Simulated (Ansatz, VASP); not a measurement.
## Ca in VASP and in Ansatz

File INCAR:

```
PREC     = Accurate       # precision mode
ENCUT    = 520            # plane-wave cutoff, eV
EDIFF    = 1E-7           # SCF threshold, eV
ISMEAR   = -1             # smearing method
SIGMA    = 0.1            # smearing width, eV
LREAL    = F              # projectors in reciprocal space
LASPH    = T              # aspherical terms in the spheres
NELM     = 60             # most SCF steps
ALGO     = Normal         # electronic algorithm
ISIF     = 2              # what is computed and relaxed
LWAVE    = F              # write WAVECAR
LCHARG   = F              # write CHGCAR
GGA      = PS             # functional
NBANDS   = 11             # bands
```

File KPOINTS:

```
Automatic mesh
0
Gamma
  16 16 16
```

Contents of POSCAR:

```
Ca
1.0
    0.0000000000      2.6911186688      2.6911186688
    2.6911186688      0.0000000000      2.6911186688
    2.6911186688      2.6911186688      0.0000000000
Ca
1
Direct
    0.0000000000      0.0000000000      0.0000000000
```

Input for Ansatz:

```yaml
crystal:
  lattice:
    - [0.0, 2.6911186688, 2.6911186688]
    - [2.6911186688, 0.0, 2.6911186688]
    - [2.6911186688, 2.6911186688, 0.0]
  atoms:
    - { symbol: Ca, position: [0.0, 0.0, 0.0] }
hamiltonian:
  xc: pbesol
  pseudopotentials:
    kind: paw
    azcp:
      Ca: "pseudopotentials/Ca.paw.azcp"
basis:
  ecutwfc: 420
  fft_grid_basis: typed
kpoints:
  mp_grid: { grid: [16, 16, 16], shift: [0, 0, 0] }
magnetization:
  spin_polarized: false
scf:
  occupations: { method: fermi_dirac, width: 0.1 }
output:
  stress: true
```

Alike in both runs: task single point; functional PBEsol; k mesh 16 × 16 × 16; occupations fermi-dirac, width 0.1 eV; no spin polarisation.

|  | VASP | Ansatz |
| --- | --- | --- |
| version | VASP 6.6.1 | Ansatz 0.2.0 |
| potentials or method | VASP PAW PBE potentials, release 64 (Ca_sv) | plane waves (420 eV) with PAW, scalar-relativistic |
| plane-wave cutoff (eV) | 520 | 420 |
| valence electrons in the cell | 10 | 10 |

|  | VASP | Ansatz | Ansatz less VASP |
| --- | --- | --- | --- |
| pressure (GPa) | 0.8 | 0.8 | -0.01 |

Ansatz warned: «pseudo_functional_mismatch».

Caveats: the PAW data sets were made with another functional, which shifts forces and pressure a little (VASP).
